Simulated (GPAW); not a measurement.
# Magnetic state of Fe6 on Ru4 0001 from several starts, part 2 of 2

Aim: find out whether Fe6 on Ru4 0001 carries moments, and which collinear order costs least.

GPAW 26.7.0; PBE; plane waves with GPAW's PAW setups, scalar-relativistic.

So far. Step 2 (Order 1, typed as ferro ++++++): After 96 cycles the largest moment stands at 2.75 μB.

### Step 3. Run 2 (ferri +++++-)

An opposed order shows whether the pairs that it reverses prefer unlike signs.

The input, order2.py:

```python
import json
import numpy as np
from ase import Atoms
from ase.parallel import paropen, parprint
from gpaw import GPAW

atoms = Atoms(['Ru', 'Ru', 'Ru', 'Ru', 'Fe', 'Fe', 'Fe', 'Fe', 'Fe', 'Fe'],
    cell=[[2.706, 0.0, 0.0],
         [-1.353, 2.343465, 0.0],
         [0.0, 0.0, 29.740518]],
    scaled_positions=[[0.0, 0.0, 0.201745],
         [0.333333, 0.666667, 0.273856],
         [0.0, 0.0, 0.345968],
         [0.333333, 0.666667, 0.418079],
         [0.0, 0.0, 0.485419],
         [0.333333, 0.666667, 0.547986],
         [0.0, 0.0, 0.610553],
         [0.333333, 0.666667, 0.67312],
         [0.0, 0.0, 0.735688],
         [0.333333, 0.666667, 0.798255]],
    pbc=True,
    magmoms=[0.0, 0.0, 0.0, 0.0, 2.6, 2.6, 2.6, 2.6, 2.6, -2.6])
atoms.calc = GPAW(mode={'name': 'pw', 'ecut': 450},
    xc='PBE',
    kpts={'size': (18, 18, 1), 'gamma': True},
    occupations={'name': 'fermi-dirac', 'width': 0.05},
    convergence={'density': 1e-05, 'energy': 1e-05},
    maxiter=200,
    mixer={'name': 'pulay', 'beta': 0.03, 'nmaxold': 8, 'weight': 100},
    symmetry={'tolerance': 1e-4},
    txt='order2.txt')
e = atoms.get_potential_energy(force_consistent=True)
res = {'free_energy': e, 'energy_sigma0': atoms.get_potential_energy(), 'fermi_energy': atoms.calc.get_fermi_level()}
res['moments'] = atoms.get_magnetic_moments().tolist()
res['total'] = atoms.get_magnetic_moment()
parprint('site moments (muB):', np.round(res['moments'], 3))
parprint(f"total moment: {res['total']:.3f} muB")
parprint(f'free energy: {e:.6f} eV')
atoms.calc.write('order2.gpw')
with paropen('results.json', 'w') as f:
    json.dump(res, f)
```

On the command line:

```console
OMP_NUM_THREADS=1 mpirun -n 4 gpaw python order2.py > order2.log
```

Numbers of over 12 decimals in the logs are rounded to 6 here.

The log of the run:

```text
site moments (muB): [-0.     0.036 -0.051 -0.134  2.05   2.225  2.23   2.267  1.064 -2.572]
total moment: 7.145 muB
free energy: -87.890814 eV

--- order2.txt ---
Input parameters:
  mode=PW(ecut=450),
  convergence={'density': 1e-05, 'energy': 1e-05},
  kpts=MonkhorstPack(size=(18, 18, 1), gamma=True),
  maxiter=200,
  mixer=Pulay(name='pulay', nmaxold=8, beta=0.03, weight=100, sigma=0.015, g_ss=None),
  occupations=Occupations(name='fermi-dirac', width=0.05),
  symmetry=Symmetry(tolerance=0.0001),
  xc=XC(name='PBE')

Diagonalizing LCAO Hamiltonian
Converting LCAO to pw mode

        Fe

       Fe
        Fe

       Fe

        Fe

       Fe

        Ru

       Ru

        Ru

       Ru

Atoms  # Å, Bohr magnetons
|   | symbol |         x |        y |         z |    initial magnetic moments |
|---|--------|-----------|----------|-----------|-----------------------------|
| 0 |     Ru |  0.000000 | 0.000000 |  6.000001 | ( 0.0000,  0.0000,  0.0000) |
| 1 |     Ru | -0.000001 | 1.562311 |  8.144619 | ( 0.0000,  0.0000,  0.0000) |
| 2 |     Ru |  0.000000 | 0.000000 | 10.289268 | ( 0.0000,  0.0000,  0.0000) |
| 3 |     Ru | -0.000001 | 1.562311 | 12.433886 | ( 0.0000,  0.0000,  0.0000) |
| 4 |     Fe |  0.000000 | 0.000000 | 14.436613 | ( 0.0000,  0.0000,  2.6000) |
| 5 |     Fe | -0.000001 | 1.562311 | 16.297387 | ( 0.0000,  0.0000,  2.6000) |
| 6 |     Fe |  0.000000 | 0.000000 | 18.158162 | ( 0.0000,  0.0000,  2.6000) |
| 7 |     Fe | -0.000001 | 1.562311 | 20.018937 | ( 0.0000,  0.0000,  2.6000) |
| 8 |     Fe |  0.000000 | 0.000000 | 21.879742 | ( 0.0000,  0.0000,  2.6000) |
| 9 |     Fe | -0.000001 | 1.562311 | 23.740517 | ( 0.0000,  0.0000, -2.6000) |

Unit cell  # Å
| periodic |         x |        y |         z |   lengths |     angles |
|----------|-----------|----------|-----------|-----------|------------|
|      yes |  2.706000 | 0.000000 |  0.000000 |  2.706000 |  90.000000 |
|      yes | -1.353000 | 2.343465 |  0.000000 |  2.706000 |  90.000000 |
|      yes |  0.000000 | 0.000000 | 29.740518 | 29.740518 | 119.999997 |

Number of symmetries: 6

BZ-sampling:
  Number of BZ points: 324
  Number of IBZ points: 37

  Monkhorst-Pack size: [18, 18, 1]
  Monkhorst-Pack shift: [0.027778, 0.027778, 0.0]

Plane wave coefficients: 4114
Cutoff: 450.000000 eV

Spin-components: 2 (collinear spins)
Bands:           78
Projectors:      60
Spin-degeneracy: 1
Datatype:        complex128

Parallelization:
  kpt:    4
  domain: 1
  band:   1

Density:
  Valence electrons: 112.0
  Components: 2
  Grid points: [ 14  14 147]
  Charge: 0.0  # |e|

Potential:
  Grid points: [ 14  14 147]

[... setups left out ...]
Reference energy: -700697.227531  # eV

eigensolver:
  PPCG
  Converge bands: occupied
  niter=2

density mixing:
  Pulay-Mixer
  Linear mixing parameters: 0.03
  Old densities: 8
  Fourier metric: weight=100, sigma=0.015

occupation numbers:
  Fermi-Dirac:
    width: 0.0500  # eV

poisson solver:
  ecut: 3600.000000  # eV

xc functional:
  name: PBE with 2 nearest neighbor stencil

convergence criteria:
- Maximum integral of absolute [dens]ity change: 1e-05 electrons / valence electron
- Maximum [total energy] change in last 3 cyles: 1e-05 eV / valence electron
- Maximum integral of absolute [eigenst]ate change: 4e-08 eV^2 / valence electron
maximum number of iterations: 200

SCF iterations
|iter     |      energy | eigst |  dens |  magmom |
|---------|-------------|-------|-------|---------|
|iter:   1|       0s | -119.970207 | +0.31 |       | +10.4166|
|iter:   2|      10s |-1052.337608 | +1.88 | -0.47 | +10.2180|
|iter:   3|      20s | -186.011506 | +1.02 | -0.12 | +10.1504|
|iter:   4|      29s | -116.831185 | +0.98 | -0.44 | +10.1652|
|iter:   5|      39s |  -94.645478 | +0.31 | -0.61 | +10.1558|
|iter:   6|      49s |  -98.130061 | -0.80 | -0.85 | +10.1472|
|iter:   7|      59s |  -94.711414 | -1.48 | -0.81 | +10.1432|
|iter:   8|      69s |  -91.126326 | -1.52 | -0.91 | +10.1222|
|iter:   9|      79s |  -90.627775 | -2.14 | -0.98 | +10.0756|
|iter:  10|      89s |  -90.617374 | -2.48 | -0.98 |  +9.9962|
[... 97 iterations left out ...]
|iter: 108|    1002s |  -87.836250c| -8.12c| -4.77 |  +7.1450|
|iter: 109|    1006s |  -87.836252c| -8.25c| -4.80 |  +7.1451|
|iter: 110|    1011s |  -87.836254c| -8.47c| -4.79 |  +7.1450|
|iter: 111|    1016s |  -87.836255c| -8.74c| -4.78 |  +7.1448|
|iter: 112|    1021s |  -87.836256c| -8.56c| -4.78 |  +7.1447|
|iter: 113|    1025s |  -87.836258c| -8.17c| -4.83 |  +7.1443|
|iter: 114|    1030s |  -87.836257c| -8.26c| -4.84 |  +7.1444|
|iter: 115|    1035s |  -87.836258c| -8.55c| -4.92 |  +7.1444|
|iter: 116|    1039s |  -87.836259c| -8.80c| -4.94 |  +7.1445|
|iter: 117|    1044s |  -87.836259c| -8.90c| -5.01c|  +7.1447|

Converged in 117 steps
Energy contributions relative to reference atoms: (reference = -700697.227531)

Energy contributions:
  Kinetic:          25.479687
  Coulomb:         -34.299215
  Zero:              0.153845
  External:          0.000000
  Xc:              -79.116020
  Entropy:          -0.109110
  Spinorbit:         0.000000
  ----------------------------
  Free energy:     -87.890814
  Extrapolated:    -87.836259

dipole moment: (-32.109318, -26.252002, 0.067771)  # |e|*Ang

Total magnetic moment: (0.000000, 0.000000, 7.144680)

Local magnetic moments
|        x |        y |         z |
|----------|----------|-----------|
| 0.000000 | 0.000000 | -0.000333 |  # Ru   0
| 0.000000 | 0.000000 |  0.035940 |  # Ru   1
| 0.000000 | 0.000000 | -0.051101 |  # Ru   2
| 0.000000 | 0.000000 | -0.133914 |  # Ru   3
| 0.000000 | 0.000000 |  2.049919 |  # Fe   4
| 0.000000 | 0.000000 |  2.225356 |  # Fe   5
| 0.000000 | 0.000000 |  2.230201 |  # Fe   6
| 0.000000 | 0.000000 |  2.266982 |  # Fe   7
| 0.000000 | 0.000000 |  1.064468 |  # Fe   8
| 0.000000 | 0.000000 | -2.571620 |  # Fe   9

Fermi level: 6.013
Eigenvalues  # (at kpt = [-0.000, -0.000, 0.000])
| band index |      eig [eV] | occ [0-1] |      eig [eV] | occ [0-1] |
|------------|---------------|-----------|---------------|-----------|
|          0 |       -67.179 |     1.000 |       -67.162 |     1.000 |
|        ... |               |           |               |           |
|         52 |         4.706 |     1.000 |         5.710 |     0.998 |
|         53 |         4.706 |     1.000 |         5.778 |     0.991 |
|         54 |         5.121 |     1.000 |         5.937 |     0.820 |
|         55 |         5.121 |     1.000 |         5.938 |     0.820 |
|         56 |         5.258 |     1.000 |         6.058 |     0.289 |
|         57 |         5.380 |     1.000 |         6.059 |     0.288 |
|         58 |         5.380 |     1.000 |         6.297 |     0.003 |
|         59 |         5.634 |     0.999 |         6.388 |     0.001 |
|         60 |         5.634 |     0.999 |         6.388 |     0.001 |
|         61 |         5.805 |     0.985 |         6.491 |     0.000 |
|         62 |         5.805 |     0.985 |         6.726 |     0.000 |
|         63 |         6.018 |     0.475 |         6.726 |     0.000 |
|         64 |         6.238 |     0.011 |         6.767 |     0.000 |
|         65 |         6.263 |     0.007 |         7.013 |     0.000 |
|         66 |         6.263 |     0.007 |         7.052 |     0.000 |
|        ... |               |           |               |           |
|         77 |        10.450 |     0.000 |        10.436 |     0.000 |

No gap
No difference between direct/indirect transitions
```

It took 18 min on 4 MPI ranks of Arm Neoverse V2, shared host; peak memory 1.4 GiB; 71 min of CPU time.

Spin moment in the augmentation sphere by atom:

```csv
atom,spin moment in the augmentation sphere (μB)
Ru1,0.00
Ru2,0.04
Ru3,-0.05
Ru4,-0.13
Fe5,2.05
Fe6,2.23
Fe7,2.23
Fe8,2.27
Fe9,1.06
Fe10,-2.57
```

Numbers from this step:

| Quantity | Value |
| --- | --- |
| magnetization | 7.145 μB |
| final state | ferrimagnetic |

It lies 16.4 meV a seeded atom over the first start, and its largest moment is 2.57 μB against 2.75 μB.

### Step 4. Energies of the orders

These are free energies at a smearing of 0.05 eV, so its entropy term is in the differences. They are divided by the number of seeded atoms, so that cells of unlike size compare.

Orders:

```csv
start,final state,typed order kept,energy over the lowest (meV a seeded atom),largest site moment (μB),net moment (μB a primitive cell),mesh matched,CPU time (s)
ferro ++++++,ferromagnetic,yes,0,2.748,13.36,yes,3535
ferri +++++-,ferrimagnetic,yes,16.38,2.572,7.145,yes,4253
```

### Step 5. Summary of results

| Item | Value |
| --- | --- |
| lowest state found | ferromagnetic (typed ferro ++++++) |
| largest site moment | 2.75 μB |
| next state | ferrimagnetic, 16.4 meV a seeded atom higher |

The lowest state found is ferromagnetic, reached from the start ferro ++++++, with moments up to 2.75 μB. The next state costs 16 meV a seeded atom. Only 2 starts are shown; other collinear patterns, canted and longer-period orders are not.

[Logs and program files are shortened in this print: banners, set-up blocks, solver, clock and traceback lines can be left out without a mark of their own.]

[Logs are printed without paths, hosts, clocks, repeated set-up lines and the standing remarks that a program may print on its own settings, such as how far it seeks lower states.]

[Hosts, paths, dates, database ids (printed as entryN), source tags and the programs' standing remarks are cut or masked in the printed files.]

[Where a cell is said to come from a database of computed structures, the database is the Materials Project.]
